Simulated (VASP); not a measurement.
Runs of VASP 6.6.1 on Mg3Sb2. The structure is trigonal, space group P-3m1 (No. 164). The conventional cell has a = 4.582 Å, b = 4.582 Å, c = 7.244 Å, α = 90.00°, β = 90.00°, γ = 120.00°. Sb (site symmetry 3m) is surrounded by 7 Mg at 2.82 to 3.15 Å. Around Mg (site symmetry -3m) lie 6 Sb at 3.15 Å. Around Mg (site symmetry 3m) lie 4 Sb at 2.82 to 2.86 Å. 

| task | level | smearing | gap on the mesh (eV) | pressure (GPa) | largest force (eV/Å) |
| --- | --- | --- | --- | --- | --- |
| single point | PBE | gaussian 0.012 eV | (b) | 1.0 | 0.50 |
| band structure | revTPSS | fermi-dirac 0.05 eV | 0.48 | 0.1 | 0.48 |
| band structure | TPSS | fermi-dirac 0.05 eV | 0.52 | 0.7 | (a) |
| band structure | MS2 | fermi-dirac 0.05 eV | 0.52 | (c) | 0.46 |

Alike in all rows: potentials or basis VASP PAW PBE potentials, release 64 (Sb, Mg); no spin polarisation; cell as given; k mesh 7 × 7 × 4; cutoff (eV) 520.

Fill in the values left out.

(a) 0.49; (b) 0.34; (c) -0.3.

Caveats: spin-orbit coupling is left out, which moves the levels of the heavy elements; the PAW data sets were made with another functional, which shifts forces and pressure a little (some runs); the mesh misses the band edges, which the band path finds closer together (some runs); an odd mesh through Γ misses points on the zone boundary, where band edges often lie (some runs).

A k mesh can miss the band edges, and the runs leave out spin-orbit coupling on Sb.
